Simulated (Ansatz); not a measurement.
Input and command of a calculation in Ansatz (plane waves; scalar-relativistic PAW potentials unless the input names others):

```yaml
crystal:
  lattice:
    - [0.0, 2.1878447036, 2.1878447036]
    - [2.1878447036, 0.0, 2.1878447036]
    - [2.1878447036, 2.1878447036, 0.0]
  atoms:
    - { symbol: Ta, position: [0.49923397, 0.49923397, 0.49923397] }
    - { symbol: "N", position: [0.0098958738, 0.0098958738, 0.0098958738] }
basis:
  ecutwfc: "400 eV"
kpoints:
  mp_grid: { grid: [24, 24, 24] }
hamiltonian:
  xc: pbesol
scf:
  occupations: { method: gaussian, width: 0.15 }
output:
  forces: true
  eigenvalues: true
  stress: true
```

```bash
ansatz run input.yaml --threads 2 --pin off --max-ram 5120MiB --backend cpu --events-out ev --progress --plain --runs-dir out
```

Abridged log:
```
Warning: basis.ecutwfc = 400 eV is below the records' recommended 420 eV, and the density's cutoff is lower with it unless basis.ecutrho_ratio is high enough to keep the records' density cutoff: compare with a run at a higher cutoff
Pseudopotentials: kind: paw
Pseudopotential: Ta, paw, valence charge 13, recommended cutoff 420 eV (normal)
Pseudopotential: N, paw, valence charge 5, recommended cutoff 420 eV (normal)
Functional definition: PBEsol
Crystal: 2 atoms, lattice volume = 20.945 Å³
Basis set: ecut = 400 eV, 339 PW (Γ), exchange–correlation on 48×48×48 points (8 copies of the dense FFT grid, shifted against one another)
Bands: 13, of which v1, the nominal top of the filled ones, is band 9 counted from 1 (8 counted from 0)
Symmetry: 6 space group operations
Space group: R3m (ITA 160), of the structure as read, at distance tolerance 2.8e-5 Å
k-points: 1313 of 13824 (time reversal used)
Initial density: superposition of atomic densities (neutral atoms: chi_scale 0, normalization atom), corrected by the library's trained network
Initial wavefunctions: pseudopotential atomic-orbital guess
Functional: x = pbesol(κ = 0.804, μ = 0.12345679), c = pbesol(β = 0.046)
SCF iter   1: F=—  HF=-10187.042156 eV  |F-HF|=—  |Δ(HF+E_count)|=         —  Δρ=1.52e-2  dr2=4.90e-2  ethr=1.77e-3  ⟨swp⟩=5.2  Hψ=198509  notcnv=0  defer=438
automatic band count: the SCF goes on with 17 bands, as 13 were too few: the levels above may hold too much charge
SCF iter   2: F=—  HF=-10187.035315 eV  |F-HF|=—  |Δ(HF+E_count)|=   6.84e-3  Δρ=9.88e-3  dr2=2.27e-2  ethr=2.72e-4  ⟨swp⟩=1.0  Hψ=32825  notcnv=0  defer=438
SCF iter   3: F=—  HF=-10187.029822 eV  |F-HF|=—  |Δ(HF+E_count)|=   5.49e-3  Δρ=9.56e-4  dr2=1.43e-4  ethr=1.26e-4  ⟨swp⟩=2.0  Hψ=23364  notcnv=0  defer=438
SCF iter   4: F=—  HF=-10187.029742 eV  |F-HF|=—  |Δ(HF+E_count)|=   7.98e-5  Δρ=1.42e-4  dr2=4.80e-6  ethr=7.94e-7  ⟨swp⟩=2.3  Hψ=29376  notcnv=0  defer=438
SCF iter   5: F=—  HF=-10187.029741 eV  |F-HF|=—  |Δ(HF+E_count)|=   1.14e-6  Δρ=1.96e-5  dr2=4.21e-8  ethr=2.66e-8  ⟨swp⟩=2.5  Hψ=27709  notcnv=0  defer=438
SCF iter   6: F=-10187.029741 eV  HF=-10187.029741 eV  |F-HF|=6.09e-10  |Δ(HF+E_count)|=   3.15e-9  Δρ=5.72e-6  dr2=2.24e-9  ethr=2.34e-10  ⟨swp⟩=6.1  Hψ=103116  notcnv=0
SCF 1 converged in 6 iterations: F = -10187.029741 eV  dr2 = 2.24e-9
SCF converged after 6 iterations
Free energy (F): -10187.029741 eV
Harris-Foulkes:  -10187.029741 eV  (|F-HF|=6.09e-10)
Internal energy: -10187.019821 eV  (E = F + TS)
E sigma→0 (E₀):  -10187.024781 eV
Entropy (-TS):   -0.009920 eV (-4.960 meV/atom)
Fermi energy:    21.862758 eV
--- Forces (eV/Å), atoms counted from 1 ---
  atom   1  Ta     0.38905199     0.38905199     0.38905199
  atom   2  N     -0.38905646    -0.38905646    -0.38905646
--- Stress (GPa, compression-positive) ---
        1.150087      -0.371959      -0.371959
       -0.371959       1.150087      -0.371959
       -0.371959      -0.371959       1.150087
  P = ⅓ Tr σ = 1.1501 GPa (11.501 kbar)
```

Apart from outputs and empty bands, the input differs from a reference run on usual settings in basis.ecutwfc: 420 → "400 eV". The reference, at the same geometry (not necessarily relaxed), gave pressure 1.15 GPa, largest force 0.674 eV/Å, no gap on the mesh. This run converged in 6 SCF iterations (reference: 6) with an energy at zero smearing 3.57 meV/atom above the reference's, pressure 1.15 GPa, largest force 0.674 eV/Å, no gap on the mesh. Its cutoff is looser than usual, and the result moved.

The run took 24 s on 2 threads of Arm Neoverse V1 (shared host), peak memory 0.77 GiB.